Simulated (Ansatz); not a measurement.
Below is the output of a Python script on Ansatz 0.2.0, Python API that makes a comparison of functionals at one structure of SnO2, space group P6_3/mmc. Write a script that gives it. Level of theory (first run): PBEsol, PAW, cutoff 435 eV, 6×6×2 k-points, fixed occupations. The script varies functional: pbesol, lda, blyp.

```xyz
6
Lattice="3.2306 0.0000 0.0000 -1.6153 2.7978 0.0000 0.0000 0.0000 10.7906" Properties=species:S:1:pos:R:3 pbc="T T T"
Sn    0.0000    0.0000    5.3953
Sn    0.0000    0.0000    0.0000
O     1.6153    0.9326    4.3795
O     1.6153    0.9326    1.0158
O     0.0000    1.8652    6.4111
O     0.0000    1.8652    9.7748
```

`python sno2.py --kspacing 0.4 --tolerance 1e-05` gives:
```text
functional  F/atom (eV)  iterations  gap by band count (eV)  k-points
    pbesol  -2356.98920           6                 2.08731        14
       lda  -2329.80487           6                 1.97650        14
      blyp  -2392.85502           6                 2.08542        14
```

The script that was run (others could print the same):

`sno2.py`:
```python
"""One structure of SnO2 under several functionals."""

import argparse
import warnings

import ansatz as az
import pandas as pd

parser = argparse.ArgumentParser(description="One structure of SnO2 under several functionals.")
parser.add_argument("--kspacing", type=float, required=True, help="k-point sampling")
parser.add_argument("--tolerance", type=float, required=True, help="SCF tolerance (eV)")
args = parser.parse_args()

warnings.simplefilter("ignore", az.DeckWarning)

structure = (
    az.Lattice.from_parameters(3.230576, 3.230576, 10.790562, alpha=90.0, beta=90.0, gamma=120.0)
    .atom("Sn", (0.0, 0.0, 0.5))
    .atom("Sn", (0.0, 0.0, 0.0))
    .atom("O", (2 / 3, 1 / 3, 0.405862))
    .atom("O", (2 / 3, 1 / 3, 0.094138))
    .atom("O", (1 / 3, 2 / 3, 0.594138))
    .atom("O", (1 / 3, 2 / 3, 0.905862))
)

job = (
    structure.calculation()
    .basis(16 * az.Ha, xc_grid=3)
    .accuracy("medium")  # preset for grids and thresholds
    .kpoints(spacing=args.kspacing)  # the mesh must be finer for metals
    .occupations(az.OccupationsMethod.FIXED)
    .scf(tolerance=args.tolerance)
    .band_table()
)

rows = []
for value in ["pbesol", "lda", "blyp"]:
    r = job.functional(value).run().report
    rows.append((value, r["free_energy_ev"] / len(r["lattice"]["sites"]), r["n_iterations"], r["gap_by_band_count_ev"], r["n_kpoints"]))

table = pd.DataFrame(rows, columns=["functional", "F/atom (eV)", "iterations", "gap by band count (eV)", "k-points"])
print(table.round(5).to_string(index=False))
```

Semilocal gaps usually lie well under measured ones. The structure comes from a database of computed cells and needn't be a stable or known phase. Gaps and levels are Kohn-Sham values on a finite set of k-points, without spin-orbit coupling. Total energies of different functionals can't be compared; pressures, moments and gaps at this one structure can. It ran for 7 s on 1 thread of Arm Neoverse V2, on a shared host, peak memory 0.48 GiB.
